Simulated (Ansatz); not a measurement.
# Ru: strain energy, fitted

Ru, P6_3/mmc, a = 2.720 Å, c = 4.297 Å. Ansatz: PBE, PAW, 420 eV, Γ-centred 24×24×12 mesh on 2 atoms, Gaussian smearing 0.10 eV; no spin polarisation. Series: biaxial strain in the a-b plane, c and atoms relaxed; x is the strain in per cent. y is the free energy over the unstrained cell, V0 = 13.765 Å³/atom.

```tsv
x (%)	y (meV/atom)
-3.0	?
-2.0	25.62
-1.0	6.57
0.0	0.00
1.0	4.61
2.0	19.26
3.0	42.87
```

Question: Fit y = c2 x² + c3 x³ to the other rows, turn c2 into a modulus, and predict the missing energy.

Answer: Least squares on the rows shown. y = 5.7079 x² − 0.32872 x³. In eV per unit strain² c2 is 57.08; M is the biaxial modulus (E = M V0 ε²): 57.08 × 160.2 / (13.765) = 664 GPa. With a term in x⁴ added, the coefficient of x² becomes 5.355, 6 % less, which shows how far this figure hangs on the form. At x = -3.0 the fit asked for gives 60.25 meV/atom. The run gave 58.49 meV/atom, so the fit is 1.76 meV/atom too high, 3 % of the span of the series, against an rms of 0.62 meV/atom on the fitted rows. The row lies outside the fitted range. With a term in x⁴ added, a fit to the same known rows predicts 64.55 meV/atom, further off still.